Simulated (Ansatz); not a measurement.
# Mg (Im-3m): an equation of state far from equilibrium

How does Mg (Im-3m) respond to strong compression and slight expansion?

Program: Ansatz 0.2.0. Level of theory: DFT r²SCAN, scalar-relativistic, plane waves, PAW. These are calculated values, not measurements.

**1. The starting structure**

Symmetry: Im-3m, No. 229, cubic system. Conventional cell: a = 3.559 Å, b = 3.559 Å, c = 3.559 Å, α = 90.00°, β = 90.00°, γ = 90.00°. Around Mg (site symmetry m-3m) lie 8 Mg at 3.08 Å.

Structure file:

```cif
data_structure
_symmetry_space_group_name_H-M 'P 1'
_symmetry_Int_Tables_number 1
_cell_length_a 3.0819
_cell_length_b 3.0819
_cell_length_c 3.0819
_cell_angle_alpha 109.471
_cell_angle_beta 109.471
_cell_angle_gamma 109.471
_cell_volume 22.53
loop_
_atom_site_label
_atom_site_type_symbol
_atom_site_fract_x
_atom_site_fract_y
_atom_site_fract_z
_atom_site_occupancy
Mg1 Mg 0.00000 0.00000 0.00000 1
```

This cell comes from an earlier session at r²SCAN: 22.534 Å³/atom at 0.00 GPa, on a 18×18×18 mesh.

**2. Volume × 0.96**

input.yaml reads:

```yaml
crystal:
  lattice:
    - [-1.7552965221, 1.7552965221, 1.7552965221]
    - [1.7552965221, -1.7552965221, 1.7552965221]
    - [1.7552965221, 1.7552965221, -1.7552965221]
  atoms:
    - { symbol: Mg, position: [0.0, 0.0, 0.0] }
basis:
  ecutwfc: 500
  ecutrho_ratio: 4
kpoints:
  mp_grid: { grid: [18, 18, 18] }
hamiltonian:
  xc: r2scan
scf:
  occupations: { method: gaussian, width: 0.05 }
output:
  forces: true
  stress: true
  eigenvalues: true
```

Started as:

```
ansatz run input.yaml --threads 1 --pin off --max-ram 2560MiB --backend cpu --events-out ev --progress --plain --runs-dir out
```

What it wrote, cut to the lines that bear on the results:

```text
Warning: RAYON_NUM_THREADS=1 ignored (pool sized by the plan → 1); use --threads N
[...]
Pseudopotentials: kind: paw
Pseudopotential: Mg, paw, valence charge 10, recommended cutoff 500 eV (meta_gga), Mg.paw.azcp
Functional definition: r2SCAN
[...]
Crystal: 1 atoms, lattice volume = 21.633 Å³
Basis set: ecut = 500 eV, 555 PW (Γ), exchange–correlation on 96×96×96 points (64 copies of the dense FFT grid, shifted against one another)
Bands: 9, of which v1, the nominal top of the filled ones, is band 5 counted from 1 (4 counted from 0)
Symmetry: 48 space group operations
Space group: Im-3m (ITA 229), of the structure as read, at distance tolerance 2.8e-5 Å
k-points: 195 of 5832
[...]
SCF iter   1: F=—  HF=-1926.369619 eV  |F-HF|=—  |Δ(HF+E_count)|=         —  Δρ=7.52e-3  dr2=3.79e-3  dr2_τ=3.74e-4  ethr=1.77e-3  ⟨swp⟩=6.0  Hψ=12945  notcnv=0
[...]
SCF iter   6: F=-1926.374243 eV  HF=-1926.374243 eV  |F-HF|=3.87e-12  |Δ(HF+E_count)|=   1.88e-9  Δρ=1.47e-7  dr2=1.30e-12  dr2_τ=5.92e-13  ethr=1.29e-11  ⟨swp⟩=1.5  Hψ=5290  notcnv=0
the search or the solves at the SCF's close seem to have found levels that the self-consistency loop had missed (the run counts 1). By its estimate they hold under 1e-12 electrons; where the run keeps them, the occupations were computed again with them
[...]
SCF converged after 6 iterations
Free energy (F): -1926.374243 eV
[...]
E sigma→0 (E₀):  -1926.373837 eV
Entropy (-TS):   -0.000813 eV (-0.813 meV/atom)
Fermi energy:    6.202504 eV
[...]
--- Forces (eV/Å), atoms counted from 1 ---
  atom   1  Mg     0.00000000     0.00000000    -0.00000000
[...]
--- Stress (GPa, compression-positive) ---
        1.705359       0.000000       0.000000
       -0.000000       1.705359      -0.000000
       -0.000000      -0.000000       1.705359
  P = ⅓ Tr σ = 1.7054 GPa (17.054 kbar)
--- Band table (eV; the first three rows and the last of 195) ---
  k-point 0: bands = ["-72.7716", "-37.8472", "-37.8472", "-37.8472", "-1.4844", "20.4465", "20.4465", "20.4465", "22.6727"]
[...]
```

It took 5.5 s on 1 thread of Intel Xeon Platinum 8375C at 2.90GHz (Ice Lake), shared host; peak memory 0.42 GiB.

In short: volume 21.633 Å³/atom, pressure 1.71 GPa, a metal on this mesh.

**3. Volume × 1.04**

input.yaml: that of step 2 with these lines changed.

```diff
@@ -2,5 +2,5 @@
   lattice:
-    - [-1.7552965221, 1.7552965221, 1.7552965221]
-    - [1.7552965221, -1.7552965221, 1.7552965221]
-    - [1.7552965221, 1.7552965221, -1.7552965221]
+    - [-1.8027597833, 1.8027597833, 1.8027597833]
+    - [1.8027597833, -1.8027597833, 1.8027597833]
+    - [1.8027597833, 1.8027597833, -1.8027597833]
   atoms:
```

Started as:

```
ansatz run input.yaml --threads 1 --pin off --max-ram 2560MiB --backend cpu --events-out ev --progress --plain --runs-dir out
```

What it wrote, cut to the lines that bear on the results:

```text
Warning: RAYON_NUM_THREADS=1 ignored (pool sized by the plan → 1); use --threads N
[...]
[... 3 set-up lines as earlier in the session ...]
[...]
Crystal: 1 atoms, lattice volume = 23.435 Å³
Basis set: ecut = 500 eV, 603 PW (Γ), exchange–correlation on 96×96×96 points (64 copies of the dense FFT grid, shifted against one another)
Bands: 9, of which v1, the nominal top of the filled ones, is band 5 counted from 1 (4 counted from 0)
[... 1 set-up line as earlier in the session ...]
Space group: Im-3m (ITA 229), of the structure as read, at distance tolerance 2.9e-5 Å
k-points: 195 of 5832
[...]
SCF iter   1: F=—  HF=-1926.370701 eV  |F-HF|=—  |Δ(HF+E_count)|=         —  Δρ=7.44e-3  dr2=4.09e-3  dr2_τ=2.64e-4  ethr=1.77e-3  ⟨swp⟩=6.0  Hψ=12935  notcnv=0
[...]
SCF iter   6: F=-1926.374783 eV  HF=-1926.374783 eV  |F-HF|=5.68e-12  |Δ(HF+E_count)|=   2.57e-9  Δρ=1.53e-7  dr2=2.76e-12  dr2_τ=2.99e-13  ethr=1.98e-11  ⟨swp⟩=2.2  Hψ=5512  notcnv=0
the search or the solves at the SCF's close seem to have found levels that the self-consistency loop had missed (the run counts 1). By its estimate they hold under 1e-12 electrons; where the run keeps them, the occupations were computed again with them
[...]
SCF converged after 6 iterations
Free energy (F): -1926.374783 eV
[...]
E sigma→0 (E₀):  -1926.374405 eV
Entropy (-TS):   -0.000754 eV (-0.754 meV/atom)
Fermi energy:    5.525538 eV
[...]
--- Forces (eV/Å), atoms counted from 1 ---
  atom   1  Mg     0.00000000     0.00000000     0.00000000
[...]
--- Stress (GPa, compression-positive) ---
       -1.410446       0.000000       0.000000
       -0.000000      -1.410446       0.000000
       -0.000000      -0.000000      -1.410446
  P = ⅓ Tr σ = -1.4104 GPa (-14.104 kbar)
--- Band table (eV; the first three rows and the last of 195) ---
  k-point 0: bands = ["-73.5654", "-38.6457", "-38.6457", "-38.6457", "-1.7947", "19.2249", "19.2249", "19.2249", "21.3643"]
[...]
```

Wall time 5.2 s (1 thread of Intel Xeon Platinum 8375C at 2.90GHz (Ice Lake), shared host); peak memory 0.42 GiB.

Read off: volume 23.435 Å³/atom, pressure -1.41 GPa, metallic.

**4. Volume × 0.92**

input.yaml: that of step 3 with these lines changed.

```diff
@@ -2,5 +2,5 @@
   lattice:
-    - [-1.8027597833, 1.8027597833, 1.8027597833]
-    - [1.8027597833, -1.8027597833, 1.8027597833]
-    - [1.8027597833, 1.8027597833, -1.8027597833]
+    - [-1.7305707424, 1.7305707424, 1.7305707424]
+    - [1.7305707424, -1.7305707424, 1.7305707424]
+    - [1.7305707424, 1.7305707424, -1.7305707424]
   atoms:
```

Started as:

```
ansatz run input.yaml --threads 1 --pin off --max-ram 2560MiB --backend cpu --events-out ev --progress --plain --runs-dir out
```

What it wrote, cut to the lines that bear on the results:

```text
Warning: RAYON_NUM_THREADS=1 ignored (pool sized by the plan → 1); use --threads N
[...]
[... 3 set-up lines as earlier in the session ...]
[...]
Crystal: 1 atoms, lattice volume = 20.731 Å³
Basis set: ecut = 500 eV, 531 PW (Γ), exchange–correlation on 96×96×96 points (64 copies of the dense FFT grid, shifted against one another)
Bands: 9, of which v1, the nominal top of the filled ones, is band 5 counted from 1 (4 counted from 0)
[... 1 set-up line as earlier in the session ...]
Space group: Im-3m (ITA 229), of the structure as read, at distance tolerance 2.7e-5 Å
k-points: 195 of 5832
[...]
SCF iter   1: F=—  HF=-1926.354149 eV  |F-HF|=—  |Δ(HF+E_count)|=         —  Δρ=7.56e-3  dr2=3.66e-3  dr2_τ=4.53e-4  ethr=1.77e-3  ⟨swp⟩=6.0  Hψ=12983  notcnv=0
[...]
SCF iter   6: F=-1926.358994 eV  HF=-1926.358994 eV  |F-HF|=1.36e-12  |Δ(HF+E_count)|=   1.35e-9  Δρ=1.07e-7  dr2=9.25e-13  dr2_τ=5.84e-13  ethr=8.02e-12  ⟨swp⟩=1.3  Hψ=5291  notcnv=0
[...]
SCF converged after 6 iterations
Free energy (F): -1926.358994 eV
[...]
E sigma→0 (E₀):  -1926.358623 eV
Entropy (-TS):   -0.000744 eV (-0.744 meV/atom)
Fermi energy:    6.583321 eV
[...]
--- Forces (eV/Å), atoms counted from 1 ---
  atom   1  Mg     0.00000000     0.00000000     0.00000000
[...]
--- Stress (GPa, compression-positive) ---
        3.784846      -0.000000      -0.000000
       -0.000000       3.784846      -0.000000
       -0.000000      -0.000000       3.784846
  P = ⅓ Tr σ = 3.7848 GPa (37.848 kbar)
--- Band table (eV; the first three rows and the last of 195) ---
  k-point 0: bands = ["-72.3329", "-37.4054", "-37.4054", "-37.4054", "-1.3061", "21.1253", "21.1253", "21.1253", "23.3994"]
[...]
```

Run time: 4.4 s. Hardware: 1 thread of Intel Xeon Platinum 8375C at 2.90GHz (Ice Lake), shared host; peak memory 0.42 GiB.

In short: volume 20.731 Å³/atom, pressure 3.78 GPa, no gap.

**5. Volume × 0.88**

input.yaml: that of step 4 with these lines changed.

```diff
@@ -2,5 +2,5 @@
   lattice:
-    - [-1.7305707424, 1.7305707424, 1.7305707424]
-    - [1.7305707424, -1.7305707424, 1.7305707424]
-    - [1.7305707424, 1.7305707424, -1.7305707424]
+    - [-1.7051174753, 1.7051174753, 1.7051174753]
+    - [1.7051174753, -1.7051174753, 1.7051174753]
+    - [1.7051174753, 1.7051174753, -1.7051174753]
   atoms:
```

Started as:

```
ansatz run input.yaml --threads 1 --pin off --max-ram 2560MiB --backend cpu --events-out ev --progress --plain --runs-dir out
```

What it wrote, cut to the lines that bear on the results:

```text
Warning: RAYON_NUM_THREADS=1 ignored (pool sized by the plan → 1); use --threads N
[...]
[... 3 set-up lines as earlier in the session ...]
[...]
Crystal: 1 atoms, lattice volume = 19.830 Å³
Basis set: ecut = 500 eV, 531 PW (Γ), exchange–correlation on 96×96×96 points (64 copies of the dense FFT grid, shifted against one another)
Bands: 9, of which v1, the nominal top of the filled ones, is band 5 counted from 1 (4 counted from 0)
[... 2 set-up lines as earlier in the session ...]
k-points: 195 of 5832
[...]
SCF iter   1: F=—  HF=-1926.325791 eV  |F-HF|=—  |Δ(HF+E_count)|=         —  Δρ=7.62e-3  dr2=3.53e-3  dr2_τ=5.54e-4  ethr=1.77e-3  ⟨swp⟩=6.0  Hψ=13028  notcnv=0
[...]
SCF iter   6: F=-1926.330792 eV  HF=-1926.330792 eV  |F-HF|=0.00e0  |Δ(HF+E_count)|=   1.18e-9  Δρ=1.02e-7  dr2=2.22e-12  dr2_τ=2.73e-13  ethr=7.13e-12  ⟨swp⟩=1.4  Hψ=5426  notcnv=0
[...]
SCF converged after 6 iterations
Free energy (F): -1926.330792 eV
[...]
E sigma→0 (E₀):  -1926.330455 eV
Entropy (-TS):   -0.000676 eV (-0.676 meV/atom)
Fermi energy:    6.998372 eV
[...]
--- Forces (eV/Å), atoms counted from 1 ---
  atom   1  Mg     0.00000000     0.00000000     0.00000000
[...]
--- Stress (GPa, compression-positive) ---
        6.325638      -0.000000       0.000000
        0.000000       6.325638      -0.000000
        0.000000      -0.000000       6.325638
  P = ⅓ Tr σ = 6.3256 GPa (63.256 kbar)
--- Band table (eV; the first three rows and the last of 195) ---
  k-point 0: bands = ["-71.8622", "-36.9306", "-36.9306", "-36.9306", "-1.1092", "21.8566", "21.8566", "21.8566", "24.1821"]
[...]
```

It took 3.7 s on 1 thread of Intel Xeon Platinum 8375C at 2.90GHz (Ice Lake), shared host; peak memory 0.41 GiB.

Result: volume 19.830 Å³/atom, pressure 6.33 GPa, no gap.

**6. Volume × 0.84**

input.yaml: that of step 5 with these lines changed.

```diff
@@ -2,5 +2,5 @@
   lattice:
-    - [-1.7051174753, 1.7051174753, 1.7051174753]
-    - [1.7051174753, -1.7051174753, 1.7051174753]
-    - [1.7051174753, 1.7051174753, -1.7051174753]
+    - [-1.6788807261, 1.6788807261, 1.6788807261]
+    - [1.6788807261, -1.6788807261, 1.6788807261]
+    - [1.6788807261, 1.6788807261, -1.6788807261]
   atoms:
```

Started as:

```
ansatz run input.yaml --threads 1 --pin off --max-ram 2560MiB --backend cpu --events-out ev --progress --plain --runs-dir out
```

What it wrote, cut to the lines that bear on the results:

```text
Warning: RAYON_NUM_THREADS=1 ignored (pool sized by the plan → 1); use --threads N
[...]
[... 3 set-up lines as earlier in the session ...]
[...]
Crystal: 1 atoms, lattice volume = 18.929 Å³
Basis set: ecut = 500 eV, 459 PW (Γ), exchange–correlation on 96×96×96 points (64 copies of the dense FFT grid, shifted against one another)
Bands: 9, of which v1, the nominal top of the filled ones, is band 5 counted from 1 (4 counted from 0)
[... 2 set-up lines as earlier in the session ...]
k-points: 195 of 5832
[...]
SCF iter   1: F=—  HF=-1926.281661 eV  |F-HF|=—  |Δ(HF+E_count)|=         —  Δρ=7.70e-3  dr2=3.41e-3  dr2_τ=6.82e-4  ethr=1.77e-3  ⟨swp⟩=6.0  Hψ=13014  notcnv=0
[...]
SCF iter   6: F=-1926.286745 eV  HF=-1926.286745 eV  |F-HF|=2.73e-12  |Δ(HF+E_count)|=   1.71e-9  Δρ=2.14e-7  dr2=2.35e-12  dr2_τ=1.07e-12  ethr=6.57e-12  ⟨swp⟩=1.2  Hψ=5431  notcnv=0
[...]
SCF converged after 6 iterations
Free energy (F): -1926.286745 eV
[...]
E sigma→0 (E₀):  -1926.286432 eV
Entropy (-TS):   -0.000628 eV (-0.628 meV/atom)
Fermi energy:    7.451841 eV
[...]
--- Forces (eV/Å), atoms counted from 1 ---
  atom   1  Mg     0.00000000     0.00000000    -0.00000000
[...]
--- Stress (GPa, compression-positive) ---
        9.439528      -0.000000       0.000000
       -0.000000       9.439528       0.000000
       -0.000000       0.000000       9.439528
  P = ⅓ Tr σ = 9.4395 GPa (94.395 kbar)
--- Band table (eV; the first three rows and the last of 195) ---
  k-point 0: bands = ["-71.3556", "-36.4190", "-36.4190", "-36.4190", "-0.8906", "22.6477", "22.6477", "22.6477", "25.0284"]
[...]
```

It took 6.4 s on 1 thread of Intel Xeon Platinum 8375C at 2.90GHz (Ice Lake), shared host; peak memory 0.41 GiB.

Read off: volume 18.929 Å³/atom, pressure 9.44 GPa, metallic.

**7. Volume × 0.8**

input.yaml: that of step 6 with these lines changed.

```diff
@@ -2,5 +2,5 @@
   lattice:
-    - [-1.6788807261, 1.6788807261, 1.6788807261]
-    - [1.6788807261, -1.6788807261, 1.6788807261]
-    - [1.6788807261, 1.6788807261, -1.6788807261]
+    - [-1.6517972687, 1.6517972687, 1.6517972687]
+    - [1.6517972687, -1.6517972687, 1.6517972687]
+    - [1.6517972687, 1.6517972687, -1.6517972687]
   atoms:
```

Started as:

```
ansatz run input.yaml --threads 1 --pin off --max-ram 2560MiB --backend cpu --events-out ev --progress --plain --runs-dir out
```

What it wrote, cut to the lines that bear on the results:

```text
Warning: RAYON_NUM_THREADS=1 ignored (pool sized by the plan → 1); use --threads N
[...]
[... 3 set-up lines as earlier in the session ...]
[...]
Crystal: 1 atoms, lattice volume = 18.027 Å³
Basis set: ecut = 500 eV, 459 PW (Γ), exchange–correlation on 96×96×96 points (64 copies of the dense FFT grid, shifted against one another)
Bands: 9, of which v1, the nominal top of the filled ones, is band 5 counted from 1 (4 counted from 0)
[... 1 set-up line as earlier in the session ...]
Space group: Im-3m (ITA 229), of the structure as read, at distance tolerance 2.6e-5 Å
k-points: 195 of 5832
[...]
SCF iter   1: F=—  HF=-1926.218161 eV  |F-HF|=—  |Δ(HF+E_count)|=         —  Δρ=7.79e-3  dr2=3.31e-3  dr2_τ=8.45e-4  ethr=1.77e-3  ⟨swp⟩=6.0  Hψ=13016  notcnv=0
[...]
SCF iter   6: F=-1926.223245 eV  HF=-1926.223245 eV  |F-HF|=2.32e-10  |Δ(HF+E_count)|=   3.57e-9  Δρ=3.44e-6  dr2=5.66e-10  dr2_τ=3.61e-10  ethr=1.39e-11  ⟨swp⟩=2.4  Hψ=6813  notcnv=0
[...]
SCF converged after 6 iterations
Free energy (F): -1926.223245 eV
[...]
E sigma→0 (E₀):  -1926.222916 eV
Entropy (-TS):   -0.000659 eV (-0.659 meV/atom)
Fermi energy:    7.947281 eV
[...]
--- Forces (eV/Å), atoms counted from 1 ---
  atom   1  Mg     0.00000000    -0.00000000    -0.00000000
[...]
--- Stress (GPa, compression-positive) ---
       13.267122      -0.000000      -0.000000
       -0.000000      13.267122       0.000000
        0.000000       0.000000      13.267122
  P = ⅓ Tr σ = 13.2671 GPa (132.671 kbar)
--- Band table (eV; the first three rows and the last of 195) ---
  k-point 0: bands = ["-70.8091", "-35.8660", "-35.8660", "-35.8660", "-0.6467", "23.5051", "23.5051", "23.5051", "25.9458"]
[...]
```

Wall time 4.8 s (1 thread of Intel Xeon Platinum 8375C at 2.90GHz (Ice Lake), shared host); peak memory 0.41 GiB.

Result: volume 18.027 Å³/atom, pressure 13.27 GPa, a metal on this mesh.

**8. Volume × 0.76**

input.yaml reads:

```yaml
crystal:
  lattice:
    - [-1.6237952952, 1.6237952952, 1.6237952952]
    - [1.6237952952, -1.6237952952, 1.6237952952]
    - [1.6237952952, 1.6237952952, -1.6237952952]
  atoms:
    - { symbol: Mg, position: [0.0, 0.0, 0.0] }
basis:
  ecutwfc: 500
  ecutrho_ratio: 4
kpoints:
  mp_grid: { grid: [20, 20, 20] }
hamiltonian:
  xc: r2scan
scf:
  occupations: { method: gaussian, width: 0.05 }
output:
  forces: true
  stress: true
  eigenvalues: true
```

Started as:

```
ansatz run input.yaml --threads 1 --pin off --max-ram 2560MiB --backend cpu --events-out ev --progress --plain --runs-dir out
```

What it wrote, cut to the lines that bear on the results:

```text
Warning: RAYON_NUM_THREADS=1 ignored (pool sized by the plan → 1); use --threads N
[...]
[... 3 set-up lines as earlier in the session ...]
[...]
Crystal: 1 atoms, lattice volume = 17.126 Å³
Basis set: ecut = 500 eV, 429 PW (Γ), exchange–correlation on 96×96×96 points (64 copies of the dense FFT grid, shifted against one another)
Bands: 9, of which v1, the nominal top of the filled ones, is band 5 counted from 1 (4 counted from 0)
[... 2 set-up lines as earlier in the session ...]
k-points: 256 of 8000
[...]
SCF iter   1: F=—  HF=-1926.133899 eV  |F-HF|=—  |Δ(HF+E_count)|=         —  Δρ=8.12e-3  dr2=3.41e-3  dr2_τ=1.04e-3  ethr=1.77e-3  ⟨swp⟩=5.9  Hψ=17082  notcnv=0
[...]
SCF iter   6: F=-1926.138977 eV  HF=-1926.138977 eV  |F-HF|=2.75e-11  |Δ(HF+E_count)|=   3.60e-9  Δρ=1.73e-6  dr2=2.88e-10  dr2_τ=1.69e-11  ethr=1.79e-11  ⟨swp⟩=1.7  Hψ=7309  notcnv=0
[...]
SCF converged after 6 iterations
Free energy (F): -1926.138977 eV
[...]
E sigma→0 (E₀):  -1926.138869 eV
Entropy (-TS):   -0.000216 eV (-0.216 meV/atom)
Fermi energy:    8.521786 eV
[...]
--- Forces (eV/Å), atoms counted from 1 ---
  atom   1  Mg     0.00000000    -0.00000000     0.00000000
[...]
--- Stress (GPa, compression-positive) ---
       17.973879      -0.000000       0.000000
        0.000000      17.973879       0.000000
        0.000000       0.000000      17.973879
  P = ⅓ Tr σ = 17.9739 GPa (179.739 kbar)
--- Band table (eV; the first three rows and the last of 256) ---
  k-point 0: bands = ["-70.2170", "-35.2657", "-35.2657", "-35.2657", "-0.3729", "24.4389", "24.4389", "24.4389", "26.9445"]
[...]
```

Wall time 5.8 s (1 thread of Intel Xeon Platinum 8375C at 2.90GHz (Ice Lake), shared host); peak memory 0.42 GiB.

Read off: volume 17.126 Å³/atom, pressure 17.97 GPa, no gap.

**9. Volume × 0.72**

input.yaml: that of step 8 with these lines changed.

```diff
@@ -2,5 +2,5 @@
   lattice:
-    - [-1.6237952952, 1.6237952952, 1.6237952952]
-    - [1.6237952952, -1.6237952952, 1.6237952952]
-    - [1.6237952952, 1.6237952952, -1.6237952952]
+    - [-1.5947927285, 1.5947927285, 1.5947927285]
+    - [1.5947927285, -1.5947927285, 1.5947927285]
+    - [1.5947927285, 1.5947927285, -1.5947927285]
   atoms:
```

Started as:

```
ansatz run input.yaml --threads 1 --pin off --max-ram 2560MiB --backend cpu --events-out ev --progress --plain --runs-dir out
```

What it wrote, cut to the lines that bear on the results:

```text
Warning: RAYON_NUM_THREADS=1 ignored (pool sized by the plan → 1); use --threads N
[...]
[... 3 set-up lines as earlier in the session ...]
[...]
Crystal: 1 atoms, lattice volume = 16.225 Å³
Basis set: ecut = 500 eV, 381 PW (Γ), exchange–correlation on 96×96×96 points (64 copies of the dense FFT grid, shifted against one another)
Bands: 9, of which v1, the nominal top of the filled ones, is band 5 counted from 1 (4 counted from 0)
[... 1 set-up line as earlier in the session ...]
Space group: Im-3m (ITA 229), of the structure as read, at distance tolerance 2.5e-5 Å
k-points: 256 of 8000
[...]
SCF iter   1: F=—  HF=-1926.017046 eV  |F-HF|=—  |Δ(HF+E_count)|=         —  Δρ=8.26e-3  dr2=3.37e-3  dr2_τ=1.31e-3  ethr=1.77e-3  ⟨swp⟩=5.9  Hψ=16961  notcnv=0
[...]
SCF iter   6: F=-1926.021908 eV  HF=-1926.021908 eV  |F-HF|=2.21e-11  |Δ(HF+E_count)|=   4.30e-9  Δρ=1.28e-6  dr2=1.69e-10  dr2_τ=8.48e-12  ethr=1.95e-11  ⟨swp⟩=1.7  Hψ=7109  notcnv=0
[...]
SCF converged after 6 iterations
Free energy (F): -1926.021908 eV
[...]
E sigma→0 (E₀):  -1926.021814 eV
Entropy (-TS):   -0.000187 eV (-0.187 meV/atom)
Fermi energy:    9.090440 eV
[...]
--- Forces (eV/Å), atoms counted from 1 ---
  atom   1  Mg     0.00000000    -0.00000000    -0.00000000
[...]
--- Stress (GPa, compression-positive) ---
       23.861379      -0.000000      -0.000000
       -0.000000      23.861379       0.000000
        0.000000      -0.000000      23.861379
  P = ⅓ Tr σ = 23.8614 GPa (238.614 kbar)
--- Band table (eV; the first three rows and the last of 256) ---
  k-point 0: bands = ["-69.5731", "-34.6111", "-34.6111", "-34.6111", "-0.0635", "25.4605", "25.4605", "25.4605", "28.0373"]
[...]
```

It took 7 s on 1 thread of Intel Xeon Platinum 8375C at 2.90GHz (Ice Lake), shared host; peak memory 0.42 GiB.

Read off: volume 16.225 Å³/atom, pressure 23.86 GPa, metallic.

**10. All volumes together**

```csv
volume (Å³/atom),energy above the lowest (meV/atom),pressure (GPa),gap on the mesh (eV),space group
16.225,356.7,23.9,0.00,Im-3m
17.126,239.6,18.0,0.00,Im-3m
18.027,155.6,13.3,0.00,Im-3m
18.929,92.0,9.4,0.00,Im-3m
19.830,48.0,6.3,0.00,Im-3m
20.731,19.8,3.8,0.00,Im-3m
21.633,4.6,1.7,0.00,Im-3m
22.534,0.0,0.0,0.00,Im-3m
23.435,4.1,-1.4,0.00,Im-3m
```

**11. What came out**

| quantity | value |
| --- | --- |
| range of pressure | -1.4 to 23.9 GPa |
| V0 (fit) | 22.55 Å³/atom |
| B0 (fit) | 38 GPa |
| B0′ (fit) | 3.79 |

A third-order Birch-Murnaghan fit follows the points with an rms miss of 0.56 meV/atom. The k mesh is not the same at all volumes. Symmetry fixes shape and sites, so only the volume changes. Other structures may be lower in enthalpy at these pressures.
